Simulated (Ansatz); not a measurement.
**AlCo3: a scan of the volume**

Aim, for AlCo3: follow energy and moments against volume.

Computed with Ansatz 0.2.0 (DFT PBEsol, scalar-relativistic, plane waves, PAW, unless a step's input says otherwise).

2 further runs of the same task are left out: 1 that didn't finish, 1 set aside as unsound or not needed. Runs told in other sessions of the task aren't counted.

### 1 The system as given

It takes space group Pm-3m (No. 221, cubic). The conventional cell has a = 3.575 Å, b = 3.575 Å, c = 3.575 Å, α = 90.00°, β = 90.00°, γ = 90.00°. Al (site symmetry m-3m) is surrounded by 12 Co at 2.53 Å. Co (site symmetry 4/mmm) is surrounded by 4 Al at 2.53 Å and 8 Co at 2.53 Å.

As a file:

```
CELL_PARAMETERS angstrom
3.57495 0.00000 0.00000
0.00000 3.57495 0.00000
0.00000 0.00000 3.57495
ATOMIC_POSITIONS crystal
Al 0.00000 0.00000 0.00000
Co 0.50000 0.50000 0.00000
Co 0.50000 0.00000 0.50000
Co 0.00000 0.50000 0.50000
```

Source of the structure: the Materials Project (structure only). It is taken as it stands there.

### 2 The base input

File input.yaml:

```yaml
crystal:
  lattice:
    - [3.574948, 0.0, 0.0]
    - [0.0, 3.574948, 0.0]
    - [0.0, 0.0, 3.574948]
  atoms:
    - { symbol: Al, position: [0.0, 0.0, 0.0] }
    - { symbol: Co, position: [0.5, 0.5, 0.0], spin: 1.46 }
    - { symbol: Co, position: [0.5, 0.0, 0.5], spin: 1.46 }
    - { symbol: Co, position: [0.0, 0.5, 0.5], spin: 1.46 }
basis:
  ecutwfc: 420
kpoints:
  mp_grid: { grid: [12, 12, 12] }
hamiltonian:
  xc: pbesol
scf:
  occupations: { method: gaussian, width: 0.1 }
output:
  forces: true
  stress: true
  eigenvalues: true
  populations: true
magnetization:
  spin_polarized: true
```

It was run beforehand and gave: -3951.0459 eV/atom at zero smearing, pressure -7.41 GPa, largest force 0.000 eV/Å, no gap on the mesh, site moments Al -0.06, Co +1.35 (×3) μB, in 14 SCF cycles and 27 s.

### 3 V/V0 = 0.86, start: antiferromagnetic, doubled cell, propagation vector (0, 0, 1/2)

File input.yaml:

```yaml
crystal:
  lattice:
    - [3.3996630848, 0.0, 0.0]
    - [0.0, 3.3996630848, 0.0]
    - [0.0, 0.0, 6.7993261696]
  atoms:
    - { symbol: Al, position: [0.0, 0.0, 0.0] }
    - { symbol: Co, position: [0.5, 0.5, 0.0], spin: 3.0 }
    - { symbol: Co, position: [0.5, 0.0, 0.25], spin: 3.0 }
    - { symbol: Co, position: [0.0, 0.5, 0.25], spin: 3.0 }
    - { symbol: Al, position: [0.0, 0.0, 0.5] }
    - { symbol: Co, position: [0.5, 0.5, 0.5], spin: -3.0 }
    - { symbol: Co, position: [0.5, 0.0, 0.75], spin: -3.0 }
    - { symbol: Co, position: [0.0, 0.5, 0.75], spin: -3.0 }
basis:
  ecutwfc: 420
kpoints:
  mp_grid: { grid: [12, 12, 6] }
hamiltonian:
  xc: pbesol
scf:
  occupations: { method: gaussian, width: 0.1 }
  lower_state_search: "off"
output:
  forces: true
  stress: true
  eigenvalues: true
  populations: true
magnetization:
  spin_polarized: true
```

On the command line:

```console
$ ansatz run input.yaml --threads 1 --pin off --max-ram 2560MiB --backend cpu --events-out ev --progress --plain --runs-dir out
```

### 4 V/V0 = 0.92, start: antiferromagnetic, doubled cell, propagation vector (0, 0, 1/2)

input.yaml, as its differences from that of step 3:

```diff
@@ -2,5 +2,5 @@
   lattice:
-    - [3.3996630848, 0.0, 0.0]
-    - [0.0, 3.3996630848, 0.0]
-    - [0.0, 0.0, 6.7993261696]
+    - [3.4769544791, 0.0, 0.0]
+    - [0.0, 3.4769544791, 0.0]
+    - [0.0, 0.0, 6.9539089582]
   atoms:
```

### 5 V/V0 = 0.96, start: antiferromagnetic, doubled cell, propagation vector (0, 0, 1/2)

input.yaml, as its differences from that of step 4:

```diff
@@ -2,5 +2,5 @@
   lattice:
-    - [3.4769544791, 0.0, 0.0]
-    - [0.0, 3.4769544791, 0.0]
-    - [0.0, 0.0, 6.9539089582]
+    - [3.5266319691, 0.0, 0.0]
+    - [0.0, 3.5266319691, 0.0]
+    - [0.0, 0.0, 7.0532639382]
   atoms:
@@ -28,2 +28,6 @@
   populations: true
+  write_density: true
+  write_potential: true
+  elf: true
+  volumetric_format: npy
 magnetization:
```

### 6 V/V0 = 1.04, start: antiferromagnetic, doubled cell, propagation vector (0, 0, 1/2)

input.yaml, as its differences from that of step 5:

```diff
@@ -2,5 +2,5 @@
   lattice:
-    - [3.5266319691, 0.0, 0.0]
-    - [0.0, 3.5266319691, 0.0]
-    - [0.0, 0.0, 7.0532639382]
+    - [3.6219921844, 0.0, 0.0]
+    - [0.0, 3.6219921844, 0.0]
+    - [0.0, 0.0, 7.2439843687]
   atoms:
@@ -28,6 +28,2 @@
   populations: true
-  write_density: true
-  write_potential: true
-  elf: true
-  volumetric_format: npy
 magnetization:
```

### 7 V/V0 = 1.1, start: antiferromagnetic, doubled cell, propagation vector (0, 0, 1/2)

input.yaml, as its differences from that of step 6:

```diff
@@ -2,5 +2,5 @@
   lattice:
-    - [3.6219921844, 0.0, 0.0]
-    - [0.0, 3.6219921844, 0.0]
-    - [0.0, 0.0, 7.2439843687]
+    - [3.6903477342, 0.0, 0.0]
+    - [0.0, 3.6903477342, 0.0]
+    - [0.0, 0.0, 7.3806954684]
   atoms:
```

### 8 V/V0 = 1.18, start: antiferromagnetic, doubled cell, propagation vector (0, 0, 1/2)

input.yaml, as its differences from that of step 7:

```diff
@@ -2,5 +2,5 @@
   lattice:
-    - [3.6903477342, 0.0, 0.0]
-    - [0.0, 3.6903477342, 0.0]
-    - [0.0, 0.0, 7.3806954684]
+    - [3.7777255043, 0.0, 0.0]
+    - [0.0, 3.7777255043, 0.0]
+    - [0.0, 0.0, 7.5554510085]
   atoms:
```

(Steps that only read results are left out.)

What results come out of these runs, taken together? Wanted: lowest point, start “antiferromagnetic, doubled cell, propagation vector.

**Answer**, as computed:

| quantity | value |
| --- | --- |
| lowest point, start “antiferromagnetic, doubled cell, propagation vector (0, 0, 1/2)” | V/V0 = 0.92 |

**Reading.** For the start “antiferromagnetic, doubled cell, propagation vector (0, 0, 1/2)” the lowest point lies at V/V0 = 0.92. The pressure passes through zero near V/V0 = 0.941, about 10.74 Å³/atom. The largest site moment goes from 0.38 μB at the smallest volume to 1.45 μB at the largest, growing as the bands narrow.
